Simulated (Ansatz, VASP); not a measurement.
# KBr: VASP beside Ansatz, part 2 of 3

Wanted: the spread between two codes on one cell, functional and k mesh. The cell is taken from a series of VASP runs on this material, whose earlier steps may have relaxed, scaled or displaced it; both programs get it as it stands.

VASP 6.6.1 and Ansatz 0.2.0.

So far. Step 2 (Ansatz: elastic constants, LDA): The run ends at a pressure of -0.10 GPa.

### Step 3. VASP: elastic constants, LDA

Level of this step: LDA; plane waves and PAW (Br, K_sv) (VASP).

The same cell, functional (in two slightly different forms), mesh and smearing now go to VASP, with its own data sets and cutoff.

Lines of VASP's logs that name or quote its potential files are left out, and so is its time.

The input, INCAR:

```
SYSTEM = KBr
PREC = Accurate
ENCUT = 700
EDIFF = 1E-08
NELM = 100
ISMEAR = 0
SIGMA = 0.03
LREAL = .FALSE.
ALGO = Normal
GGA = CA
NBANDS = 14
LORBIT = 11
LWAVE = .FALSE.
LCHARG = .FALSE.
KPAR = 4
IBRION = 6
NFREE = 2
POTIM = 0.015
ISIF = 3
NSW = 1
```

The input, POSCAR:

```
KBr
1.0
    0.0000000000      3.1909184499      3.1909184499
    3.1909184499      0.0000000000      3.1909184499
    3.1909184499      3.1909184499      0.0000000000
Br K
1 1
Direct
    0.5000000000      0.5000000000      0.5000000000
    0.0000000000      0.0000000000      0.0000000000
```

The input, KPOINTS:

```
Automatic mesh
0
Gamma
8 8 8
0 0 0
```

The projector-augmented-wave data sets are Br and K_sv (LDA family, release 64).

Launch:

```console
> mpirun -np 4 vasp_std
```

Numbers of over 12 decimals in the logs are rounded to 6 here.

What it wrote:

```text
[banner, memory and clock lines left out]
running    4 mpi-ranks, on    1 nodes
 distrk:  each k-point on    1 cores,    4 groups
 distr:  one band on    1 cores,    1 groups

 POSCAR found type information on POSCAR BrK
 POSCAR found :  2 types and       2 ions
 LDA part: xc-table for (Slater(with rela. corr.)+CA(PZ))
 , standard interpolation
 POSCAR, INCAR and KPOINTS ok, starting setup
 FFT: planning ... GRIDC
 FFT: planning ... GRID_SOFT
 FFT: planning ... GRID
 WAVECAR not read
 entering main loop
       N       E                     dE             d eps       ncg     rms          rms(c)
DAV:   1     0.122954576946E+03    0.12295E+03   -0.81321E+03   812   0.128E+03
DAV:   2     0.118595229524E+01   -0.12177E+03   -0.10854E+03  1000   0.285E+02
DAV:   3    -0.666949951570E+01   -0.78555E+01   -0.78006E+01  1118   0.619E+01
DAV:   4    -0.700496606194E+01   -0.33547E+00   -0.33526E+00  1360   0.112E+01
DAV:   5    -0.700646031379E+01   -0.14943E-02   -0.14942E-02  1082   0.819E-01    0.398E+00
DAV:   6    -0.685548191281E+01    0.15098E+00   -0.19753E-01   974   0.234E+00    0.286E+00
DAV:   7    -0.683418670279E+01    0.21295E-01   -0.78852E-02  1058   0.164E+00    0.127E+00
DAV:   8    -0.683469807729E+01   -0.51137E-03   -0.91064E-03  1030   0.763E-01    0.183E-01
DAV:   9    -0.683468869175E+01    0.93855E-05   -0.17397E-04  1130   0.857E-02    0.729E-02
DAV:  10    -0.683474795184E+01   -0.59260E-04   -0.66102E-05   870   0.456E-02    0.287E-02
DAV:  11    -0.683474697285E+01    0.97899E-06   -0.45182E-06  1102   0.156E-02    0.475E-03
DAV:  12    -0.683474723818E+01   -0.26533E-06   -0.29669E-07   916   0.418E-03    0.938E-04
DAV:  13    -0.683474724290E+01   -0.47166E-08   -0.88176E-09   912   0.684E-04
   1 F= -.68347472E+01 E0= -.68347472E+01  d E =-.814118E-15
[... from here on, the cycles between the ionic steps are left out ...]
   2 F= -.68326527E+01 E0= -.68326527E+01  d E =-.328066E-13
   3 F= -.68322406E+01 E0= -.68322406E+01  d E =-.808041E-31
   8 F= -.68345221E+01 E0= -.68345221E+01  d E =-.636900E-13
   9 F= -.68345220E+01 E0= -.68345220E+01  d E =-.634934E-13
  10 F= -.68345221E+01 E0= -.68345221E+01  d E =-.636231E-13
  11 F= -.68345220E+01 E0= -.68345220E+01  d E =-.635183E-13
  12 F= -.68345221E+01 E0= -.68345221E+01  d E =-.635450E-13
  13 F= -.68345220E+01 E0= -.68345220E+01  d E =-.635258E-13
  14 F= -.68345639E+01 E0= -.68345639E+01  d E =-.774915E-15
  15 F= -.68345640E+01 E0= -.68345640E+01  d E =-.773920E-15
  16 F= -.68345635E+01 E0= -.68345635E+01  d E =-.773986E-15
 Finite differences progress:
  Degree of freedom:   8/  8
  Displacement:        1/  2
  Total:              15/ 16
 bond charge predicted
       N       E                     dE             d eps       ncg     rms          rms(c)
DAV:   1    -0.683163810389E+01    0.29254E-02   -0.11539E+00  1652   0.767E+00    0.154E-01
DAV:   2    -0.683453311066E+01   -0.28950E-02   -0.32241E-02  2036   0.122E+00    0.507E-02
DAV:   3    -0.683456898505E+01   -0.35874E-04   -0.68050E-04  2484   0.140E-01    0.285E-02
DAV:   4    -0.683456306642E+01    0.59186E-05   -0.24485E-05  2186   0.467E-02    0.968E-03
DAV:   5    -0.683456362023E+01   -0.55381E-06   -0.50071E-06  1952   0.186E-02    0.400E-03
DAV:   6    -0.683456353055E+01    0.89678E-07   -0.55387E-07  2192   0.678E-03    0.149E-03
DAV:   7    -0.683456352179E+01    0.87621E-08   -0.96159E-08  2078   0.290E-03
  17 F= -.68345635E+01 E0= -.68345635E+01  d E =-.777586E-15
 Finite differences progress:
  Degree of freedom:   8/  8
  Displacement:        2/  2
  Total:              16/ 16
```

From OUTCAR (step 3):

```text
ion  position               nearest neighbor table
   1  0.500  0.500  0.500-   2 3.19   2 3.19   2 3.19   2 3.19   2 3.19   2 3.19
   2  0.000  0.000  0.000-   1 3.19   1 3.19   1 3.19   1 3.19   1 3.19   1 3.19

  LATTYP: Found a face centered cubic cell.
 ALAT       =     6.3818368998

 Subroutine GETGRP returns: Found 48 space group operations
 (whereof 48 operations were pure point group operations)

The static configuration has the point symmetry O_h .

 Found     29 irreducible k-points:

   k-points           NKPTS =     29   k-points in BZ     NKDIM =     29   number of bands    NBANDS=     14

   dimension x,y,z NGX =    40 NGY =   40 NGZ =   40
   dimension x,y,z NGXF=    80 NGYF=   80 NGZF=   80

   ENCUT  =  700.0 eV  51.45 Ry    7.17 a.u.   9.74  9.74  9.74*2*pi/ulx,y,z

   NELECT =      16.0000    total number of electrons

 k-points in reciprocal lattice and weights: Automatic mesh
   0.00000000  0.00000000  0.00000000       0.002
   0.12500000  0.00000000  0.00000000       0.016
   0.25000000  0.00000000  0.00000000       0.016
   0.37500000  0.00000000  0.00000000       0.016
   0.50000000  0.00000000  0.00000000       0.008
   0.12500000  0.12500000  0.00000000       0.012
   0.25000000  0.12500000  0.00000000       0.047
   0.37500000  0.12500000  0.00000000       0.047
   0.50000000  0.12500000  0.00000000       0.047
[...]
-0.37500000  0.50000000  0.12500000       0.023
  -0.25000000  0.50000000  0.25000000       0.012

 average (electrostatic) potential at core
       1 -70.5483       2 -35.6280

 E-fermi :  -1.3167

 k-point     1 :       0.0000    0.0000    0.0000
  band No.  band energies     occupation
    ...
      4     -12.4116      2.00000
      5     -12.4116      2.00000
      6      -1.4684      2.00000
      7      -1.4684      2.00000
      8      -1.4683      2.00000
      9       2.8470      0.00000
     10       5.8722      0.00000
     11       5.8724      0.00000
     12       5.8724      0.00000
     13       6.8167      0.00000
    ...

 k-point     2 :       0.1250    0.0000    0.0000
  band No.  band energies     occupation
    ...
      4     -12.4128      2.00000
      5     -12.3646      2.00000
      6      -1.7578      2.00000
      7      -1.5402      2.00000
      8      -1.5402      2.00000
      9       3.2996      0.00000
     10       5.7690      0.00000
     11       6.0792      0.00000
     12       6.0792      0.00000
     13       7.0609      0.00000
    ...

 k-point     3 :       0.2500    0.0000    0.0000
  band No.  band energies     occupation
    ...
      4     -12.4156      2.00000
      5     -12.2572      2.00000
      6      -2.3194      2.00000
      7      -1.7040      2.00000
      8      -1.7040      2.00000
      9       4.2118      0.00000
     10       5.8307      0.00000
     11       6.6568      0.00000
     12       6.6568      0.00000
     13       7.7332      0.00000
    ...

  Total        0.0053483      0.0025239      0.0025239     -0.0000000      0.0000000      0.0000000
  in kB        0.1318707      0.0622301      0.0622301     -0.0000000      0.0000000      0.0000000
  external PRESSURE =       0.0854437 kB  Pullay stress =       0.0000000 kB

  energy-cutoff  :      700.00
  volume of cell :       64.98
      direct lattice vectors                 reciprocal lattice vectors
     0.000000000  3.190918450  3.190918450    -0.156694697  0.156694697  0.156694697
     3.190918450  0.000000000  3.190918450     0.156694697 -0.156694697  0.156694697
     3.190918450  3.190918450  0.000000000     0.156694697  0.156694697 -0.156694697

 POSITION                                       TOTAL-FORCE (eV/Angst)
 -----------------------------------------------------------------------------------
      3.19092      3.19092      3.19092        -0.024477      0.000000      0.000000
     -0.01500      0.00000      0.00000         0.024477      0.000000      0.000000
 -----------------------------------------------------------------------------------
    total drift:                               -0.000038      0.000000      0.000000

  FREE ENERGIE OF THE ION-ELECTRON SYSTEM (eV)
  ---------------------------------------------------
  free  energy   TOTEN  =        -6.8345635218 eV

  energy  without entropy=       -6.8345635218  energy(sigma->0) =       -6.83456352

  SYMMETRIZED ELASTIC MODULI (kBar)
 Direction    XX          YY          ZZ          XY          YZ          ZX
 --------------------------------------------------------------------------------
 XX         504.6894     52.5613     52.5613     -0.0000     -0.0000     -0.0000
 YY          52.5613    504.6894     52.5613     -0.0000      0.0000     -0.0000
 ZZ          52.5613     52.5613    504.6894     -0.0000     -0.0000      0.0000
 XY          -0.0000     -0.0000     -0.0000     49.9602      0.0000      0.0000
 YZ          -0.0000      0.0000     -0.0000      0.0000     49.9602      0.0000
 ZX          -0.0000     -0.0000      0.0000      0.0000      0.0000     49.9602
 --------------------------------------------------------------------------------

 Eigenvectors and eigenvalues of the dynamical matrix
 ----------------------------------------------------

   1 f  =    3.898969 THz    24.497946 2PiTHz  130.055615 cm-1    16.124834 meV
             X         Y         Z           dx          dy          dz
      3.190918  3.190918  3.190918     0.573426    0.000000    0.000000
      0.000000  0.000000  0.000000    -0.819257    0.000000    0.000000

   2 f  =    3.898969 THz    24.497946 2PiTHz  130.055615 cm-1    16.124834 meV
             X         Y         Z           dx          dy          dz
      3.190918  3.190918  3.190918     0.000000    0.000000   -0.573426
      0.000000  0.000000  0.000000     0.000000   -0.000000    0.819257

   3 f  =    3.898969 THz    24.497946 2PiTHz  130.055615 cm-1    16.124834 meV
             X         Y         Z           dx          dy          dz
      3.190918  3.190918  3.190918     0.000000   -0.573426    0.000000
      0.000000  0.000000  0.000000     0.000000    0.819257    0.000000

   4 f/i=    0.001115 THz     0.007006 2PiTHz    0.037194 cm-1     0.004611 meV
             X         Y         Z           dx          dy          dz
      3.190918  3.190918  3.190918     0.766442   -0.238016   -0.164614
      0.000000  0.000000  0.000000     0.536459   -0.166596   -0.115219

   5 f/i=    0.001115 THz     0.007006 2PiTHz    0.037194 cm-1     0.004611 meV
             X         Y         Z           dx          dy          dz
      3.190918  3.190918  3.190918     0.282307    0.512427    0.573501
      0.000000  0.000000  0.000000     0.197596    0.358665    0.401413

   6 f/i=    0.001115 THz     0.007006 2PiTHz    0.037194 cm-1     0.004611 meV
             X         Y         Z           dx          dy          dz
      3.190918  3.190918  3.190918    -0.063655   -0.593253    0.561410
      0.000000  0.000000  0.000000    -0.044555   -0.415239    0.392950

 ELASTIC MODULI CONTR FROM IONIC RELAXATION (kBar)
 Direction    XX          YY          ZZ          XY          YZ          ZX
 --------------------------------------------------------------------------------
 XX           0.0000      0.0000      0.0000      0.0000      0.0000      0.0000
 YY           0.0000      0.0000      0.0000      0.0000      0.0000      0.0000
 ZZ           0.0000      0.0000      0.0000      0.0000      0.0000      0.0000
 XY           0.0000      0.0000      0.0000      0.0000      0.0000      0.0000
 YZ           0.0000      0.0000      0.0000      0.0000      0.0000      0.0000
 ZX           0.0000      0.0000      0.0000      0.0000      0.0000      0.0000
 --------------------------------------------------------------------------------

 TOTAL ELASTIC MODULI (kBar)
 Direction    XX          YY          ZZ          XY          YZ          ZX
 --------------------------------------------------------------------------------
 XX         504.6894     52.5613     52.5613     -0.0000     -0.0000     -0.0000
 YY          52.5613    504.6894     52.5613     -0.0000      0.0000     -0.0000
 ZZ          52.5613     52.5613    504.6894     -0.0000     -0.0000      0.0000
 XY          -0.0000     -0.0000     -0.0000     49.9602      0.0000      0.0000
 YZ          -0.0000      0.0000     -0.0000      0.0000     49.9602      0.0000
 ZX          -0.0000     -0.0000      0.0000      0.0000      0.0000     49.9602
 --------------------------------------------------------------------------------

 total charge
# of ion       s       p       d       tot
------------------------------------------
    1        1.601   3.294   0.002   4.897
    2        1.959   5.567   0.034   7.559
--------------------------------------------------
tot          3.560   8.861   0.035  12.456

[... 3 further parts left out ...]
```

CONTCAR:

```
KBr
   1.00000000000000
     0.0000000000000000    3.1909184498999998    3.1909184498999998
     3.1909184498999998    0.0000000000000000    3.1909184498999998
     3.1909184498999998    3.1909184498999998    0.0000000000000000
  Br              K
     1     1
Direct
     0.5000000000000000    0.5000000000000000    0.5000000000000000
     0.0023504204566040   -0.0023504204566040   -0.0023504204566040
```

### Step 4. Differences

Known differences besides the potentials themselves: the two LDA forms differ slightly; the cutoff is 420 eV in Ansatz and 700 eV in VASP; VASP's log shows a relativistic correction to its local exchange, Ansatz's none. Total energies have different zeros and are not compared.

The two programs side by side:

| quantity | Ansatz | VASP | difference |
| --- | --- | --- | --- |
| C11 (GPa) | 49.0 | 50.5 | -2.91 % |
| C22 (GPa) | 49.0 | 50.5 | -2.91 % |
| C33 (GPa) | 49.0 | 50.5 | -2.91 % |
| C12 (GPa) | 5.2 | 5.3 | -1.90 % |
| C13 (GPa) | 5.2 | 5.3 | -1.90 % |
| C23 (GPa) | 5.2 | 5.3 | -1.90 % |
| C44 (GPa) | 5.1 | 5.0 | +2.00 % |
| C55 (GPa) | 5.1 | 5.0 | +2.00 % |
| C66 (GPa) | 5.1 | 5.0 | +2.00 % |

(Continued in part 3 of 3.)

[Lines on the potential files, build, host, timing and source positions are cut from VASP's logs without a mark.]

[Logs are printed without paths, hosts, clocks, repeated set-up lines and the standing remarks that a program may print on its own settings, such as how far it seeks lower states.]

[Hosts, paths, dates, database ids (printed as entryN), source tags and the programs' standing remarks are cut or masked in the printed files.]
